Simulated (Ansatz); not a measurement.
# Hf2Si: tests of the settings

The task, for Hf2Si: test the set of potentials.

Method: DFT r2SCAN, scalar-relativistic, plane waves, PAW for the base; runs at other levels say so in their headings and inputs, in Ansatz 0.2.0.

3 further runs of the same task are left out: 2 for a known fault of the program, 1 set aside as unsound or not needed. Runs told in other sessions of the task aren't counted.

## (1) The system as given

Symmetry: I4/mcm, No. 140, tetragonal system. Conventional cell: a = 6.551 Å, b = 6.551 Å, c = 5.166 Å, α = 90.00°, β = 90.00°, γ = 90.00°. Hf (site symmetry m2m) is surrounded by 4 Si at 2.79 Å and 3 Hf at 2.90 to 3.11 Å. Si (site symmetry 422) has 2 Si at 2.58 Å and 8 Hf at 2.79 Å in its first shell of neighbours.

Coordinates:

```cif
data_structure
_symmetry_space_group_name_H-M 'P 1'
_symmetry_Int_Tables_number 1
_cell_length_a 5.3035
_cell_length_b 5.3035
_cell_length_c 5.3035
_cell_angle_alpha 103.720
_cell_angle_beta 103.720
_cell_angle_gamma 121.712
_cell_volume 110.83
loop_
_atom_site_label
_atom_site_type_symbol
_atom_site_fract_x
_atom_site_fract_y
_atom_site_fract_z
_atom_site_occupancy
Hf1 Hf 0.84351 0.65649 0.50000 1
Hf2 Hf 0.34351 0.84351 0.18703 1
Hf3 Hf 0.15649 0.34351 0.50000 1
Hf4 Hf 0.65649 0.15649 0.81297 1
Si1 Si 0.75000 0.75000 0.00000 1
Si2 Si 0.25000 0.25000 0.00000 1
```

The structure comes from the Materials Project (structure only); it is used as listed.

## (2) The base run, which the others are set against

Contents of input.yaml:

```yaml
crystal:
  lattice:
    - [-3.275352224, 3.275352224, 2.582823393]
    - [3.275352224, -3.275352224, 2.582823393]
    - [3.275352224, 3.275352224, -2.582823393]
  atoms:
    - { symbol: Hf, position: [0.84351362, 0.65648638, 0.5] }
    - { symbol: Hf, position: [0.34351362, 0.84351362, 0.18702724] }
    - { symbol: Hf, position: [0.15648638, 0.34351362, 0.5] }
    - { symbol: Hf, position: [0.65648638, 0.15648638, 0.81297276] }
    - { symbol: Si, position: [0.75, 0.75, 0.0] }
    - { symbol: Si, position: [0.25, 0.25, 0.0] }
basis:
  ecutwfc: 500
kpoints:
  mp_grid: { grid: [10, 10, 10] }
hamiltonian:
  xc: r2scan
scf:
  occupations: { method: gaussian, width: 0.1 }
output:
  forces: true
  stress: true
  eigenvalues: true
  populations: true
```

It was run beforehand and gave: -10702.5202 eV/atom at zero smearing, pressure 0.45 GPa, largest force 0.012 eV/Å, no gap on the mesh, in 8 SCF cycles and 76 s.

## (3) Set of potentials set to PAW (harder set)

Contents of input.yaml:

```yaml
crystal:
  lattice:
    - [-3.275352224, 3.275352224, 2.582823393]
    - [3.275352224, -3.275352224, 2.582823393]
    - [3.275352224, 3.275352224, -2.582823393]
  atoms:
    - { symbol: Hf, position: [0.84351362, 0.65648638, 0.5] }
    - { symbol: Hf, position: [0.34351362, 0.84351362, 0.18702724] }
    - { symbol: Hf, position: [0.15648638, 0.34351362, 0.5] }
    - { symbol: Hf, position: [0.65648638, 0.15648638, 0.81297276] }
    - { symbol: Si, position: [0.75, 0.75, 0.0] }
    - { symbol: Si, position: [0.25, 0.25, 0.0] }
basis: {}
kpoints:
  mp_grid: { grid: [10, 10, 10] }
hamiltonian:
  xc: r2scan
  pseudopotentials: { kind: paw, source: ansatz }
scf:
  occupations: { method: gaussian, width: 0.1 }
output:
  forces: true
  stress: true
  eigenvalues: true
```

Started as:

```
ansatz run input.yaml --threads 1 --pin off --max-ram 2560MiB --backend cpu --events-out ev --progress --plain --runs-dir out
```

## (4) Set of potentials: norm-conserving potentials

input.yaml, as its differences from that of step 3:

```diff
@@ -17,3 +17,3 @@
   xc: r2scan
-  pseudopotentials: { kind: paw, source: ansatz }
+  pseudopotentials: { kind: nc }
 scf:
```

(Steps that only read results are left out.)

**Question.** What does this series show? Wanted: gap on the mesh.

**Answer**, as computed:

| quantity | value |
| --- | --- |
| gap on the mesh (eV) by set of potentials | PAW (default set): metal; PAW (harder set): metal; norm-conserving potentials: metal |

**Reading.** No run finds a gap on its mesh. The sets of potentials differ by 0.1 GPa in pressure; their total energies have different zeros and cannot be compared. The runs treat Hf without spin-orbit coupling.
